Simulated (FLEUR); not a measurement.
# TePb (Fm-3m) in FLEUR: notebook

Runs on TePb. Level: LDA exchange alone (X-alpha). Tasks: band structure, equation of state.

All numbers are computed with FLEUR MaX-R8.1 (later development tree); they aren't measurements. Logs are shortened: lines on timing, memory, paths and dates and some standing lists are left out, and cuts for length are marked.

**Measured values to compare with.**

A printed reference work, monograph reports, for a bulk crystal of TePb at 4.2 K: band gap 0.19 eV (direct).

The results are compared with them further down.

### Step 1. Starting point

It takes space group Fm-3m (No. 225, cubic). The conventional cell has a = 6.462 Å, b = 6.462 Å, c = 6.462 Å, α = 90.00°, β = 90.00°, γ = 90.00°. Around Pb (site symmetry m-3m) lie 6 Te at 3.23 Å. Te (site symmetry m-3m) is surrounded by 6 Pb at 3.23 Å.

### Step 2. Band structure, LDA exchange alone (X-alpha)

inp.xml reads:

```xml
<?xml version="1.0" encoding="UTF-8" standalone="no"?>
<fleurInput fleurInputVersion="0.39">
   <comment>
      TePb                                                                                                
   </comment>
   <calculationSetup>
      <cutoffs Kmax="4.1" Gmax="12.7" GmaxXC="12.7" numbands="0"/>
      <scfLoop itmax="60" minDistance="0.00001" maxIterBroyd="15" imix="Anderson" alpha="0.05" precondParam="0.0" spinf="2.0" sdNocoIR="T"/>
      <coreElectrons ctail="T" frcor="F" kcrel="0" coretail_lmax="0"/>
      <xcFunctional name="x-a" relativisticCorrections="F"/>
      <magnetism jspins="1"/>
      <soc l_soc="F" theta="0.0" phi="0.0" spav="F"/>
      <expertModes spex="0" secvar="F"/>
      <geometryOptimization l_f="F" forcealpha="1.0" forcemix="BFGS" epsdisp="0.00001" epsforce="0.00001"/>
      <ldaU l_linMix="F" mixParam="0.05" spinf="1.0"/>
   </calculationSetup>
   <cell>
      <bzIntegration valenceElectrons="42.0" mode="hist" fermiSmearingEnergy="0.00183747">
         <kPointListSelection listName="default-1"/>
         <!-- k-points included here -->
         <xi:include xmlns:xi="http://www.w3.org/2001/XInclude" href="kpts.xml"> </xi:include>
      </bzIntegration>
      <!-- symmetry operations included here -->
      <xi:include xmlns:xi="http://www.w3.org/2001/XInclude" href="sym.xml"> </xi:include>
      <bulkLattice scale="1.0">
         <bravaisMatrix>
[... 31 lines left out ...]
         </electronConfig>
         <energyParameters s="5" p="5" d="5" f="4"/>
         <lo type="SCLO" l="1" n="4" eDeriv="0"/>
         <lo type="SCLO" l="1" n="4" eDeriv="1"/>
         <lo type="SCLO" l="2" n="4" eDeriv="0"/>
         <lo type="SCLO" l="2" n="4" eDeriv="1"/>
         <lo type="SCLO" l="0" n="5" eDeriv="2"/>
         <lo type="SCLO" l="3" n="4" eDeriv="2"/>
      </species>
   </atomSpecies>
   <atomGroups>
      <atomGroup species="Lead (Pb)">
         <relPos label="                   1">.0000000000 .0000000000 .0000000000</relPos>
         <force calculate="T" relaxXYZ="TTT"/>
      </atomGroup>
      <atomGroup species="Tellurium (Te)">
         <relPos label="                   2">1.000/2.000 1.000/2.000 1.000/2.000</relPos>
         <force calculate="T" relaxXYZ="TTT"/>
      </atomGroup>
   </atomGroups>
   <output dos="F" band="F" slice="F">
      <checks vchk="F" cdinf="F"/>
      <bandDOS minEnergy="-.5*Htr" maxEnergy="0.5*Htr" sigma="0.015" storeEVData="T"/>
      <vacuumDOS vacdos="F" integ="F" star="F" nstars="0" locx1="0.0" locy1="0.0" locx2="0.0" locy2="0.0" nstm="0" tworkf="0.0"/>
      <unfoldingBand unfoldBand="F" supercellX="1" supercellY="1" supercellZ="1"/>
      <plotting iplot="0" polar="F">
         <plot TwoD="T" vec1="  1.0  0.0  0.0" vec2="  0.0  1.0  0.0" vec3="  0.0  0.0  1.0" zero="  0.0  0.0  0.0" file="plot"/>
      </plotting>
      <chargeDensitySlicing numkpt="0" minEigenval="0.0" maxEigenval="0.0" nnne="0" pallst="F"/>
      <specialOutput eonly="F"/>
      <moessbauerParams electricFieldGradient="T" isomerShift="T" coreHyperfine="T" valenceHyperfine="T"/>
      <magneticCircularDichroism mcd="F" energyLo="-10.0" energyUp="0.0"/>
   </output>
  <!-- We include the file relax.xml here to enable relaxations (see documentation) -->
  <xi:include xmlns:xi="http://www.w3.org/2001/XInclude" href="relax.xml"> <xi:fallback/> </xi:include>
</fleurInput>
```

crystal.txt reads:

```
TePb
&input cartesian=F /
0.0000000000  3.2310000000  3.2310000000
3.2310000000  0.0000000000  3.2310000000
3.2310000000  3.2310000000  0.0000000000
1.8897261246
1.0 1.0 1.0

2
82 0.0000000000  0.0000000000  0.0000000000
52 0.5000000000  0.5000000000  0.5000000000

&kpt div1=7 div2=7 div3=7 gamma=T /
```

inp.xml (bands) reads:

```
<?xml version="1.0" encoding="UTF-8" standalone="no"?>
<fleurInput fleurInputVersion="0.39">
   <comment>
      TePb                                                                                                
   </comment>
   <calculationSetup>
      <cutoffs Kmax="4.1" Gmax="12.7" GmaxXC="12.7" numbands="0"/>
      <scfLoop itmax="60" minDistance="0.00001" maxIterBroyd="15" imix="Anderson" alpha="0.05" precondParam="0.0" spinf="2.0" sdNocoIR="T"/>
      <coreElectrons ctail="T" frcor="F" kcrel="0" coretail_lmax="0"/>
      <xcFunctional name="x-a" relativisticCorrections="F"/>
      <magnetism jspins="1"/>
      <soc l_soc="F" theta="0.0" phi="0.0" spav="F"/>
      <expertModes spex="0" secvar="F"/>
      <geometryOptimization l_f="F" forcealpha="1.0" forcemix="BFGS" epsdisp="0.00001" epsforce="0.00001"/>
      <ldaU l_linMix="F" mixParam="0.05" spinf="1.0"/>
   </calculationSetup>
   <cell>
      <bzIntegration valenceElectrons="42.0" mode="hist" fermiSmearingEnergy="0.00183747">
         <kPointListSelection listName="path-1"/>
         <!-- k-points included here -->
         <xi:include xmlns:xi="http://www.w3.org/2001/XInclude" href="kpts.xml"> </xi:include>
      </bzIntegration>
      <!-- symmetry operations included here -->
      <xi:include xmlns:xi="http://www.w3.org/2001/XInclude" href="sym.xml"> </xi:include>
      <bulkLattice scale="1.0">
[... 32 lines left out ...]
         </electronConfig>
         <energyParameters s="5" p="5" d="5" f="4"/>
         <lo type="SCLO" l="1" n="4" eDeriv="0"/>
         <lo type="SCLO" l="1" n="4" eDeriv="1"/>
         <lo type="SCLO" l="2" n="4" eDeriv="0"/>
         <lo type="SCLO" l="2" n="4" eDeriv="1"/>
         <lo type="SCLO" l="0" n="5" eDeriv="2"/>
         <lo type="SCLO" l="3" n="4" eDeriv="2"/>
      </species>
   </atomSpecies>
   <atomGroups>
      <atomGroup species="Lead (Pb)">
         <relPos label="                   1">.0000000000 .0000000000 .0000000000</relPos>
         <force calculate="T" relaxXYZ="TTT"/>
      </atomGroup>
      <atomGroup species="Tellurium (Te)">
         <relPos label="                   2">1.000/2.000 1.000/2.000 1.000/2.000</relPos>
         <force calculate="T" relaxXYZ="TTT"/>
      </atomGroup>
   </atomGroups>
   <output dos="F" band="T" slice="F">
      <checks vchk="F" cdinf="F"/>
      <bandDOS minEnergy="-.5*Htr" maxEnergy="0.5*Htr" sigma="0.015" storeEVData="T"/>
      <vacuumDOS vacdos="F" integ="F" star="F" nstars="0" locx1="0.0" locy1="0.0" locx2="0.0" locy2="0.0" nstm="0" tworkf="0.0"/>
      <unfoldingBand unfoldBand="F" supercellX="1" supercellY="1" supercellZ="1"/>
      <plotting iplot="0" polar="F">
         <plot TwoD="T" vec1="  1.0  0.0  0.0" vec2="  0.0  1.0  0.0" vec3="  0.0  0.0  1.0" zero="  0.0  0.0  0.0" file="plot"/>
      </plotting>
      <chargeDensitySlicing numkpt="0" minEigenval="0.0" maxEigenval="0.0" nnne="0" pallst="F"/>
      <specialOutput eonly="F"/>
      <moessbauerParams electricFieldGradient="T" isomerShift="T" coreHyperfine="T" valenceHyperfine="T"/>
      <magneticCircularDichroism mcd="F" energyLo="-10.0" energyUp="0.0"/>
   </output>
  <!-- We include the file relax.xml here to enable relaxations (see documentation) -->
  <xi:include xmlns:xi="http://www.w3.org/2001/XInclude" href="relax.xml"> <xi:fallback/> </xi:include>
</fleurInput>
```

Potentials or basis: all-electron, FLAPW.

The run is started by

```bash
> inpgen -f crystal.txt -profile fastHighL
> # inp.xml edited to the form shown
> fleur_MPI
> fleur_MPI   # second run, on inp.xml (bands)
```

What it wrote:

```text
Welcome to FLEUR        (www.flapw.de)
      MaX-Release 8.1          (www.max-centre.eu)

 ========== k-point set info ==========
 Selected k-point list: default-1
 k-point list type: mesh
 7 x 7 x 7
 Number of k points: 20

 ------------Calculation Setup---------------------------
 Number of MPI-tasks      :            1
 Number of PE/node        :            1
 Number of OMP-threads    :            1
 Most efficient MPI parallelization for:
           1           2           4           5          10          20
 Additional eigenvalue parallelization possible
 Number of basis functions:          625
 Approximate size of matrices (H+S) per k-point:         0.006 GB
 --------------------------------------------------------
 Iteration:     1   Distance:       8.40381424 me/bohr^3
 Iteration:     2   Distance:       7.87437475 me/bohr^3
 Iteration:     3   Distance:       3.21846521 me/bohr^3
 Iteration:     4   Distance:       0.95149373 me/bohr^3
 Iteration:     5   Distance:       0.66774085 me/bohr^3
 Iteration:     6   Distance:       0.05651118 me/bohr^3
 Iteration:     7   Distance:       0.04958765 me/bohr^3
 Iteration:     8   Distance:       0.01124404 me/bohr^3
 Iteration:     9   Distance:       0.00493895 me/bohr^3
 Iteration:    10   Distance:       0.00342956 me/bohr^3
 Iteration:    11   Distance:       0.00045074 me/bohr^3
 Iteration:    12   Distance:       0.00009464 me/bohr^3
 Iteration:    13   Distance:       0.00006582 me/bohr^3
 Iteration:    14   Distance:       0.00000690 me/bohr^3

 ********************************************************************
 Run finished successfully
 Stop message:
   all done
 ********************************************************************
```

output (bands):

```text
Welcome to FLEUR        (www.flapw.de)
      MaX-Release 8.1          (www.max-centre.eu)

 ========== k-point set info ==========
 Selected k-point list: path-1
 k-point list type: path
 Number of k points: 60

 ------------Calculation Setup---------------------------
 Number of MPI-tasks      :            1
 Number of PE/node        :            1
 Number of OMP-threads    :            1
 Most efficient MPI parallelization for:
           1           2           3           4           5           6          10          12          15          20          30          60
 Additional eigenvalue parallelization possible
 Number of basis functions:          628
 Approximate size of matrices (H+S) per k-point:         0.006 GB
 --------------------------------------------------------
 Fermi energy correction for insulators:
 No automatic correction of the Fermi energy has been performed.

 Note: Band structure data (together with different weights) is also stored in the banddos.hdf file.
       A convenient way of extracting and plotting the data from that file is by making use of the

 ********************************************************************
 Run finished successfully
 Stop message:
   Charge density postprocessing done.
 ********************************************************************
```

out.xml (last iteration):

```text
<iteration numberForCurrentRun="   14" overallNumber="   14">
         <energyParameters units="Htr">
            <atomicEP atomType="1" spin="1" branch="6s" branchLowest="-4.84" branchHighest="0.58" value="-0.0494885033"/>
            <atomicEP atomType="1" spin="1" branch="6p" branchLowest="-2.70" branchHighest="1.42" value="0.2302895428"/>
            <atomicEP atomType="1" spin="1" branch="5d" branchLowest="-14.27" branchHighest="-0.27" value="-0.2989424493"/>
            <atomicEP atomType="1" spin="1" branch="5f" branchLowest="-4.43" branchHighest="1.88" value="0.5685451735"/>
            <loAtomicEP atomType="1" spin="1" branch="5p" branchLowest="-23.18" branchHighest="-2.70" value="-2.7649831848"/>
            <loAtomicEP atomType="1" spin="1" branch="5p" branchLowest="-23.18" branchHighest="-2.70" value="-2.7649831848"/>
            <loAtomicEP atomType="1" spin="1" branch="6s" branchLowest="-4.84" branchHighest="0.58" value="-0.0494885033"/>
            <loAtomicEP atomType="1" spin="1" branch="5d" branchLowest="-14.27" branchHighest="-0.27" value="-0.3305025620"/>
            <loAtomicEP atomType="1" spin="1" branch="5f" branchLowest="-4.43" branchHighest="1.88" value="0.5685326833"/>
            <atomicEP atomType="2" spin="1" branch="5s" branchLowest="-5.54" branchHighest="0.34" value="-0.1293100251"/>
            <atomicEP atomType="2" spin="1" branch="5p" branchLowest="-3.71" branchHighest="0.97" value="0.1727048535"/>
            <atomicEP atomType="2" spin="1" branch="5d" branchLowest="-1.04" branchHighest="2.06" value="0.4213711624"/>
            <atomicEP atomType="2" spin="1" branch="4f" branchLowest="-9.99" branchHighest="1.58" value="0.5793704715"/>
            <loAtomicEP atomType="2" spin="1" branch="4p" branchLowest="-29.00" branchHighest="-3.71" value="-3.7180372232"/>
            <loAtomicEP atomType="2" spin="1" branch="4p" branchLowest="-29.00" branchHighest="-3.71" value="-3.7180372232"/>
            <loAtomicEP atomType="2" spin="1" branch="4d" branchLowest="-20.07" branchHighest="-1.04" value="-1.0448162035"/>
            <loAtomicEP atomType="2" spin="1" branch="4d" branchLowest="-20.07" branchHighest="-1.04" value="-1.0448162035"/>
            <loAtomicEP atomType="2" spin="1" branch="5s" branchLowest="-5.54" branchHighest="0.34" value="-0.1293100251"/>
            <loAtomicEP atomType="2" spin="1" branch="4f" branchLowest="-9.99" branchHighest="1.58" value="0.5793704156"/>
         </energyParameters>
         <eigenvalues>
            <eigenvaluesAt spin="1" ikpt="1" k_x="0.00000000" k_y="0.00000000" k_z="0.00000000">
                      -3.7063187980       -3.7063187980       -3.7063187980       -2.6992230162       -2.6992230162
                      -2.6992230162       -1.0481140766       -1.0481140766       -1.0478558498       -1.0478558498
                      -1.0478558498       -0.3343956557       -0.3343956557       -0.3338947312       -0.3338947312
                      -0.3338947312       -0.1794100218        0.0568587092        0.2149522745        0.2149522745
                       0.2149522745        0.4107830513        0.4107830513        0.4107830513        0.4743870162
                       0.4743870162        0.4743870162        0.5234866210        0.5346303617        0.5604573715
                       0.5604573715        0.9308505396        0.9308505396
            </eigenvaluesAt>
            <eigenvaluesAt spin="1" ikpt="2" k_x="0.00000000" k_y="0.00000000" k_z="0.14285714">
[... 75 lines left out ...]
               <shell n="1" l="0" isomerShift="2447006.53673"/>
               <shell n="2" l="0" isomerShift="377600.89105"/>
               <shell n="2" l="1" isomerShift="29984.79796"/>
               <shell n="3" l="0" isomerShift="87282.91599"/>
               <shell n="3" l="1" isomerShift="7786.04414"/>
               <shell n="4" l="0" isomerShift="22634.19331"/>
               <shell n="3" l="2" isomerShift="0.00327"/>
               <shell n="4" l="1" isomerShift="1995.33254"/>
               <shell n="4" l="2" isomerShift="0.00091"/>
               <shell n="4" l="3" isomerShift="0.00000"/>
               <shell n="5" l="0" isomerShift="4879.57242"/>
            </coreIsomerShift>
            <coreIsomerShift atomType="2" isTotal="231260.88853">
               <shell n="1" l="0" isomerShift="200862.44360"/>
               <shell n="2" l="0" isomerShift="23910.27124"/>
               <shell n="2" l="1" isomerShift="630.25071"/>
               <shell n="3" l="0" isomerShift="4720.35819"/>
               <shell n="3" l="1" isomerShift="135.04691"/>
               <shell n="4" l="0" isomerShift="1002.51785"/>
               <shell n="3" l="2" isomerShift="0.00003"/>
            </coreIsomerShift>
            <isomerShift atomType="1" nucleusRadius="0.0001398" averageDensity="2979751.30996"/>
            <isomerShift atomType="2" nucleusRadius="0.0001189" averageDensity="231380.65246"/>
            <electricFieldGradient atomType="1" VXX="0.00000" VYY="0.00000" VZZ="0.00000" asymParam="0.00000">
            </electricFieldGradient>
            <electricFieldGradient atomType="2" VXX="0.00000" VYY="0.00000" VZZ="0.00000" asymParam="0.00000">
            </electricFieldGradient>
         </moessbauerParams>
         <totalEnergy                                    value="   -27694.6499169179" units="Htr">
            <sumOfEigenvalues                            value="   -17051.8639308144">
               <coreElectrons value="-17000.4498869628"/>
               <valenceElectrons value="-51.4140438516"/>
            </sumOfEigenvalues>
            <densityCoulombPotentialIntegral value="-47858.6868654198"/>
            <densityEffectivePotentialIntegral value="-48572.9052426500"/>
            <chargeDenXCDenIntegral value="-535.6637832335"/>
            <FockExchangeEnergyValence value="0.0000000000"/>
            <FockExchangeEnergyCore value="0.0000000000"/>
            <atomTypeDependentContributions atomType="1">
               <electronNucleiInteractionDifferentMTs value="26450.9234432662"/>
               <MadelungTerm value="-39.7393746924"/>
            </atomTypeDependentContributions>
            <atomTypeDependentContributions atomType="2">
               <electronNucleiInteractionDifferentMTs value="8235.6189772506"/>
               <MadelungTerm value="-24.4022176010"/>
            </atomTypeDependentContributions>
            <tkbTimesEntropy value="0.0000000000"/>
            <freeEnergy value="-27694.6499169179"/>
            <extrapolationTo0K value="-27694.6499169179"/>
         </totalEnergy>
         <densityConvergence units="me/bohr^3">
            <chargeDensity spin="1" distance="0.0000069031"/>
         </densityConvergence>
      </iteration>
```

Run time: 75 s. Hardware: 1 thread of Arm Neoverse N1, shared host; peak memory 0.06 GiB.

What came out:

```
Free energy                                           : -753609.8158 eV
Band gap along the path                               : 0.57 eV, direct
Valence electrons inside the program's atomic spheres : Pb 17.93; Te 20.10 (radii Pb 2.66, Te 2.66 bohr)
```

Levels at the corners of the path, in eV from the Fermi level:
| point | band 19 | band 20 | band 21 | band 22 | band 23 | band 24 |
| --- | --- | --- | --- | --- | --- | --- |
| Γ | -1.21 | -1.21 | -1.21 | 4.12 | 4.12 | 4.12 |
| X | -4.44 | -2.70 | -2.70 | 3.25 | 5.54 | 5.54 |
| W | -3.72 | -3.72 | -0.21 | 1.70 | 5.24 | 5.24 |
| K | -4.05 | -2.19 | -1.99 | 3.61 | 3.87 | 5.12 |
| Γ | -1.21 | -1.21 | -1.21 | 4.12 | 4.12 | 4.12 |
| L | -0.74 | -0.74 | 0.12 | 0.69 | 1.32 | 1.32 |
| U | -4.05 | -2.19 | -1.99 | 3.61 | 3.87 | 5.12 |
| W | -3.72 | -3.72 | -0.21 | 1.70 | 5.24 | 5.24 |
| L | -0.74 | -0.74 | 0.12 | 0.69 | 1.32 | 1.32 |
| K | -4.05 | -2.19 | -1.99 | 3.61 | 3.87 | 5.12 |
| U | -4.05 | -2.19 | -1.99 | 3.61 | 3.87 | 5.12 |
| X | -4.44 | -2.70 | -2.70 | 3.25 | 5.54 | 5.54 |

Core levels (eV from the Fermi level):
| atom | levels |
| --- | --- |
| 1 Pb | 1s1/2 -87907.5, 2s1/2 -15706.6, 2p1/2 -15086.2, 2p3/2 -12898.5, 3s1/2 -3765.6, 3p1/2 -3485.3, 3p3/2 -2997.3, 4s1/2 -847.8, 3d3/2 -2535.6, 3d5/2 -2431.6, 4p1/2 -726.6, 4p3/2 -606.9, 4d3/2 -409.2, 4d5/2 -386.8, 4f5/2 -130.6, 4f7/2 -125.6, 5s1/2 -138.9 |
| 2 Te | 1s1/2 -31564.4, 2s1/2 -4834.4, 2p1/2 -4531.4, 2p3/2 -4257.3, 3s1/2 -956.6, 3p1/2 -831.8, 3p3/2 -780.7, 4s1/2 -157.7, 3d3/2 -559.7, 3d5/2 -549.0 |

Caveat: this odd mesh misses L, where the gap lies, so gap, dielectric constants and Born charges aren't listed; spin-orbit coupling is left out, which moves the levels of the heavy elements.

### Step 3. Equation of state, LDA exchange alone (X-alpha), 31.71 Å³/atom (volume scaled by 0.94)

Changes to inp.xml since step 2:

```diff
@@ -24,3 +24,3 @@
       <xi:include xmlns:xi="http://www.w3.org/2001/XInclude" href="sym.xml"> </xi:include>
-      <bulkLattice scale="1.0">
+      <bulkLattice scale="0.9795861087">
          <bravaisMatrix>
```

Potentials or basis: all-electron, FLAPW.

The run is started by

```bash
> inpgen -f crystal.txt -profile fastHighL
> # inp.xml edited to the form shown
> fleur_MPI
```

Run time: 56 s. Hardware: 1 thread of Arm Neoverse N1, shared host; peak memory 0.08 GiB.

Results (log left out):

```
Free energy                                           : -753609.7427 eV
Valence electrons inside the program's atomic spheres : Pb 17.98; Te 20.14 (radii Pb 2.66, Te 2.66 bohr)
```

Caveat: this odd mesh misses L, where the gap lies, so gap, dielectric constants and Born charges aren't listed.

### Step 4. Equation of state, LDA exchange alone (X-alpha), 32.38 Å³/atom (volume scaled by 0.96)

Changes to inp.xml since step 3:

```diff
@@ -24,3 +24,3 @@
       <xi:include xmlns:xi="http://www.w3.org/2001/XInclude" href="sym.xml"> </xi:include>
-      <bulkLattice scale="0.9795861087">
+      <bulkLattice scale="0.9864848297">
          <bravaisMatrix>
```

The run is started by

```bash
> inpgen -f crystal.txt -profile fastHighL
> # inp.xml edited to the form shown
> fleur_MPI
```

It took 57 s on 1 thread of Arm Neoverse N1, shared host; peak memory 0.08 GiB.

The run converged. Its results:

| Quantity | Value |
| --- | --- |
| Free energy | -753609.7765 eV |
| Valence electrons inside the program's atomic spheres | Pb 17.96; Te 20.13 (radii Pb 2.66, Te 2.66 bohr) |

Caveat: this odd mesh misses L, where the gap lies, so gap, dielectric constants and Born charges aren't listed.

[end of part 1 of 2]
